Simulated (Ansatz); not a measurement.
Equation of state of Yb

```yaml
crystal:
  lattice:
    - [0.00000, 2.74310, 2.74310]
    - [2.74310, 0.00000, 2.74310]
    - [2.74310, 2.74310, 0.00000]
  atoms:
    - { symbol: Yb, position: [0.00000, 0.00000, 0.00000] }
```

The cell is COD entry 9010997, as deposited and not checked against the literature; nothing was relaxed.

Where the f shell is localised, expect the real compound to differ from this run without U.

Spin–orbit coupling is left out, though it moves levels of the heavy atoms by tenths of an eV or more.

Methods: DFT, PBE, all-electron LAPW, scalar-relativistic (Ansatz 0.2.0); DFT, PBE, PAW with Ansatz's default frozen-core files, scalar-relativistic (Ansatz 0.2.0).

For LAPW: a Γ-centred 12×12×12 k mesh, Fermi–Dirac smearing of 0.05 eV, basis error target 0.25 meV/atom, no spin polarisation. PAW takes a cutoff of 420 eV at this cell. The Ansatz runs share mesh, smearing and spin set-up. Plane-wave (PAW) pressures include the program's estimate of the Pulay term.

The cell above is scaled evenly, with fractional coordinates and shape held.

```tsv
V/V(cell)	V (Å³/atom)	P, LAPW (GPa)	P, PAW (GPa)	free energy over the lowest listed, PAW (meV/atom)
0.9600	39.630	-1.67	-1.68	0.0
0.9800	40.456	-1.92	-1.93	9.3
1.0000	41.281	-2.14	-2.15	19.8
1.0200	42.107	-2.34	-2.35	31.4
1.0400	42.933	?	?	?
```

Task: Fill in the row V/V(cell) = 1.0400.

Result: P, LAPW (GPa) = -2.51, P, PAW (GPa) = -2.52, free energy over the lowest listed, PAW (meV/atom) = 44.0.
